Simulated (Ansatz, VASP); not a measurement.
## Two plane-wave programs on Mg

```
Mg
1.0
     3.20930    0.00000    0.00000
    -1.60465    2.77934    0.00000
     0.00000    0.00000    5.21030
Mg
2
Direct
  0.66667 0.33333 0.75000
  0.33333 0.66667 0.25000
```

Alike in both runs: functional B3LYP; k mesh 5 × 5 × 3; occupations fermi-dirac, width 0.05 eV; no spin polarisation.

```csv
,VASP,Ansatz
version,VASP 6.6.1,Ansatz 0.2.0
potentials or method,"VASP PAW PBE potentials, release 64 (Mg)",Ansatz PAW
plane-wave cutoff (eV),520,420
valence electrons in the cell,4,20
task,band structure,single point
```

Ansatz gave:

```
gap on the k mesh at the Fermi level (eV)       : none
pressure (GPa)                                  : -0.3
largest component of the traceless stress (GPa) : 0.49
```

Task: Which values does VASP return?

Result: gap on the k mesh at the Fermi level (eV): none; pressure (GPa): -0.4; largest component of the traceless stress (GPa): 0.46.

A gap of «none» marks a metal or a gap that the smearing closes. With one functional, cell and mesh, what is left measures potentials, basis and numerics. The two sets of potentials don't hold the same shells in valence.

Caveats: the k mesh is coarse (spacing up to 0.45 Å⁻¹), so the values aren't converged, least of all with exact exchange; an unscreened hybrid on a path of extra k points without a Coulomb cutoff has errors near the mesh points, so the bands along the path aren't reliable (VASP); the PAW data sets were made with another functional, which shifts forces and pressure a little (VASP); the PAW data sets come from PBE, with cores solved anew for the run's functional, which leaves a small shift of forces and pressure (Ansatz); the thresholds are loose for stress (Ansatz).
